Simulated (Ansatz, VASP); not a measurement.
# Al: VASP beside Ansatz

```
Al
1.0
     0.00000    2.08464    2.08464
     2.08464    0.00000    2.08464
     2.08464    2.08464    0.00000
Al
1
Direct
  0.00000 0.00000 0.00000
```

Alike in both runs: task single point; functional PBEsol; k mesh 22 × 22 × 22; occupations fermi-dirac, width 0.1 eV; no spin polarisation.

|  | VASP | Ansatz |
| --- | --- | --- |
| version | VASP 6.6.1 | Ansatz 0.2.0 |
| potentials or method | VASP PAW PBE potentials, release 64 (Al) | plane waves (420 eV) with PAW, scalar-relativistic |
| plane-wave cutoff (eV) | 520 | 420 |
| valence electrons in the cell | 3 | 3 |

Ansatz gave:

- pressure (GPa): -7.2

Problem. Which values does VASP return?

Solution. Pressure (GPa): -7.1.

The functional is the same, so the differences come from potentials, cutoffs and numerics. Ansatz warned: «pseudo_functional_mismatch».

Caveats: the PAW data sets were made with another functional, which shifts forces and pressure a little (VASP).
